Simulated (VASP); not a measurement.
Input of a VASP 6.6.1 run:

Contents of INCAR:

```
ALGO = Normal
EDIFF = 1E-6
ENCUT = 520
GGA = PE
ISIF = 2
ISMEAR = -1
IVDW = 12
LASPH = True
LCHARG = False
LREAL = Auto
LWAVE = False
NBANDS = 50
NELM = 100
PREC = Accurate
SIGMA = 0.02
```

Contents of KPOINTS:

```
k-points
0
Gamma
  1 1 1
```

File POSCAR:

```
H14CO8
1.0
    6.2402510000      0.0000000000      0.0000000000
    0.0000000000      6.2402510000      0.0000000000
    0.0000000000      0.0000000000      6.2402510000
O H C
8 14 1
Direct
    0.4101758086      0.7011897438      0.8113455693
   -0.1620287389      0.9420614652      0.9158766210
    0.6985776694      0.2682103653      0.4100476087
    0.2855173614      0.5231199835      0.4111373084
    0.9304433427      0.5942869926      0.1501061416
    0.9754094827      0.3855614141      0.7478064584
    0.4468249755     -0.0105284227      0.2191738762
    0.1324786455      0.1270461717      0.2934016596
    0.4536996989      0.5908255934      0.9054603733
    0.3803693153      0.6475060058      0.6786906488
   -0.1354592948      1.0880491826      0.8737629304
   -0.3030807575      0.8966145753      0.8470332363
    0.7419893847      0.4001121109      0.3220383283
    0.8274667157      0.1766275107      0.3844556894
    0.1905051576      0.5909698184      0.3073273815
    0.2712551146      0.3709786674      0.3759303913
    0.8763109048      0.7250028885      0.0912463297
    0.9608908360      0.4873682164      0.0292456185
    1.0897798823      0.4519369493      0.6666238265
    0.8541964097      0.3863306139      0.6503905051
    0.5097070615      0.1157325242      0.3136572551
    0.1750730860     -0.0932334292      0.0572573122
    0.2406473714      0.0034613992      0.1895596828
```

Potentials or basis: VASP PAW PBE potentials, release 64 (O, H, C).

Run with:

```bash
$ cat potpaw_PBE.64/O/POTCAR potpaw_PBE.64/H/POTCAR potpaw_PBE.64/C/POTCAR > POTCAR
$ mpirun -np 1 vasp_gam > vasp.out
```

Task: What does it give for the band gap on the k mesh?

Result: 5.04 eV, direct.

Task: Estimate the pressure.

Result: 1.2 GPa.

Forces on the atoms (eV/Å):
```
O    0.696  2.901  2.930
O   -1.744 -1.048 -0.672
O    1.014  0.693 -0.831
O    0.494  0.129  0.492
O    0.609 -2.752  0.386
O   -0.112 -0.321  0.971
O    1.243  0.254  0.047
O   -1.881  1.387  0.975
H    0.355 -1.074  0.662
H   -0.716 -1.707 -3.708
H    0.212  0.603 -0.254
H    1.246  0.500  0.689
H   -0.448 -0.780  0.501
H   -0.322  0.183  0.022
H   -0.568  0.150 -0.161
H   -0.214 -0.292  0.095
H   -0.317  1.091 -0.928
H   -0.476  1.504  0.553
H    0.491  0.223 -0.406
H   -0.437 -0.109 -0.311
H   -0.157 -0.937 -0.542
H    0.204 -0.335  0.104
C    0.831 -0.265 -0.617
```

Caveat: the standard files for N, O and F lose accuracy on very short bonds.
